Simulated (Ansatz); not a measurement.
# ZnO under changes of volume

One of the cells (14.349 Å³/atom); the others are scaled copies at fixed shape and fractional positions:

```xyz
2
Lattice="1.4332 -3.5271 0.0000 1.4332 3.5271 0.0000 0.0000 0.0000 2.8385" Properties=species:S:1:pos:R:3 pbc="T T T"
Zn    0.0000    0.0000    0.0000
O     1.4332    0.0000    1.4192
```

The cell was built by a generator and needn't be a form met in nature.

| Quantity | Value |
| --- | --- |
| Program | Ansatz 0.2.0 |
| Functional | PBE |
| Potentials or basis | Ansatz PAW |
| Cutoff | 420 eV (not typed: the program's choice for these potentials) |
| k mesh | 10 × 10 × 9 |
| Occupations | fermi-dirac, width 0.05 eV |
| Spin | no spin polarisation |

```tsv
volume (Å³/atom)	energy over the lowest point (meV/atom)	pressure (GPa)
13.488	?	?
13.775	8.46	4.9
14.062	2.05	2.3
14.349	0.00	0.0
14.636	1.87	-2.0
14.923	7.23	-3.9
15.210	15.74	-5.6
```

**Question.** What does the run at 13.488 Å³/atom give?

**Answer.** Energy over the lowest point 19.77 meV/atom; pressure 7.8 GPa.

Worked out: A Birch-Murnaghan fit of order 3 (a polynomial in V^(-2/3)) to the other rows has its minimum at 14.35 Å³/atom with B0 = V·E''(V) = 109 GPa and B' = 4.5 at fixed shape and positions, which overstates the stiffness. It gives 19.75 meV/atom at 13.488 Å³/atom, against the run's 19.77, and -dE/dV = 7.8 GPa, against 7.8.

Energies are extrapolated to zero smearing.
